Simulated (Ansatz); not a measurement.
How far is PAW off for Fe?

```
CELL_PARAMETERS angstrom
2.40126 0.00000 0.00000
-1.20063 2.07955 0.00000
0.00000 0.00000 3.79001
ATOMIC_POSITIONS crystal
Fe 0.33333 0.66667 0.25000
Fe 0.66667 0.33333 0.75000
```

Atoms are numbered in the order listed.

Structure from Materials Project entry mp-136 (possibly hypothetical), not relaxed further. The listed cell was then made from it by scaling, straining or moving an atom.

Spin polarisation is left out, and whether a magnetic state lies lower isn't shown here.

Levels of theory: DFT, LDA, PAW with Ansatz's default frozen-core files, scalar-relativistic (Ansatz 0.2.0); DFT, LDA, all-electron LAPW, scalar-relativistic (Ansatz 0.2.0).

For PAW: a Γ-centred 17×17×10 k mesh, Fermi–Dirac smearing of 0.08 eV, cutoff 420 eV, no spin polarisation; the PAW files were made with PBE, and the program remakes their frozen cores for this functional. LAPW targets a basis error of 0.25 meV/atom. The Ansatz runs share mesh, smearing and spin set-up. Plane-wave (PAW) pressures include the program's estimate of the Pulay term.

Stress and pressure are positive in compression.

The cell's volume is scaled by 0.96.

```csv
quantity,PAW,LAPW
pressure (GPa),3.33,?
stress xx (GPa),3.01,2.93
stress zz (GPa),?,?
```

What belongs in the row "pressure (GPa)", column "LAPW"?

3.23.

Fill in "LAPW" for the row "stress zz (GPa)".

3.84.

Fill in "PAW" for the row "stress zz (GPa)".

3.98.
